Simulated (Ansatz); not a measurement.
A plane-wave run on Bi

The input, for Ansatz 0.2.0 (plane waves, PAW):

```yaml
crystal:
  lattice:
    - [0.0, 2.514648, 2.514648]
    - [2.514648, 0.0, 2.514648]
    - [2.514648, 2.514648, 0.0]
  atoms:
    - { symbol: Bi, position: [0.0, 0.0, 0.0] }
  symmetry: { tolerance: 0.0003 }
kpoints:
  mp_grid: { grid: [12, 12, 12], shift: [0, 0, 0] }
  band_path:
    path:
      - [0.0, 0.0, 0.0]
      - [0.5, 0.0, 0.5]
      - [0.625, 0.25, 0.625]
      - [0.375, 0.375, 0.75]
      - [0.0, 0.0, 0.0]
      - [0.5, 0.5, 0.5]
      - [0.5, 0.25, 0.75]
      - [0.5, 0.0, 0.5]
    npoints: 8
magnetization:
  noncollinear: true
  spin_orbit: true
scf:
  occupations: { method: fermi_dirac, width: 0.0143 }
  lower_state_search: "off"
  max_iter: 200
hamiltonian:
  pseudopotentials: { kind: paw_fr }
  xc: pbesol
basis:
  ecutwfc: 420
  fft_grid_basis: typed
output:
  forces: true
  stress: true
  eigenvalues: true
  bader: true
  populations: true
  elf: true
  write_potential: true
  volumetric_format: npy
  dos:
    e_range: [-12, 8]
    de: 0.05
    projected: { site_lists: { Bi: [Bi] } }
    method: { smearing: { sigma: 0.1, scheme: gaussian } }
checkpoint:
  read: saved_state
```

The saved state is an earlier solution for the same cell, perhaps on another mesh. The state carries no moments; the state need not be the lowest.

Output (shortened):

```
Magnetization: |M| = 0.0000 μB,  M = (+0.0000, +0.0000, +0.0000) μB
Absolute magnetization: 0.0000 μB (∫|m|)
  site 0: m = (+0.0000, +0.0000, +0.0000) μB, |m| = 0.0000 μB  (R = 1.47 Å)
Free energy (F): -12282.7929 eV
Harris-Foulkes:  -12282.7929 eV  (|F-HF|=1.13e-9)
Internal energy: -12282.7927 eV  (E = F + TS)
E sigma→0 (E₀):  -12282.7928 eV
Entropy (-TS):   -0.0003 eV (-0.275 meV/atom)
Fermi energy:    11.2117 eV
--- Per-component energies (eV) ---
  E_band       = -86.3374
  E_kinetic    = 303.8782
  E_local      = -1421.9015  (includes V_loc(G=0)·N_el)
  E_nonlocal   = 563.0504
  E_hartree    = 450.9623
  E_xc         = -150.7653
  E_vxc        = -144.5081  (∫ρ·V_xc dr)
  E_paw        = -10551.3126  (= ΣΔE_a)
  E_vpaw       = -288.7793  (= ΣTr[D̂ρ^β])
  E_aug_tail   = -0.0004  (compensation charges beyond the density's cutoff)
  E_ewald      = -1476.8058
  E_core_change = 0.1022  (= ΣΔE_core)
  E_smearing   = -0.0003  (= −TS)
--- Stress (GPa, compression-positive) ---
       -1.1651       0.0000       0.0000
        0.0000      -1.1651       0.0000
        0.0000       0.0000      -1.1651
  P = ⅓ Tr σ = -1.1651 GPa (-11.651 kbar)
--- Löwdin populations: 1 site ---
  site symbol       q [e]
     0     Bi     14.9569
  spilling = 0.0029 (of n_electrons = 15.0000)
--- Bader charges: 1 site ---
  site symbol  charge [e]  shift [e]  m_x [muB]  m_y [muB]  m_z [muB]
     0     Bi      0.0000     0.0000     0.0000     0.0000     0.0000
```

Origin: a known structure type with other elements, at an estimated volume, so it need not be a known compound. Caveats: started without moments under time reversal, so no moment could form.
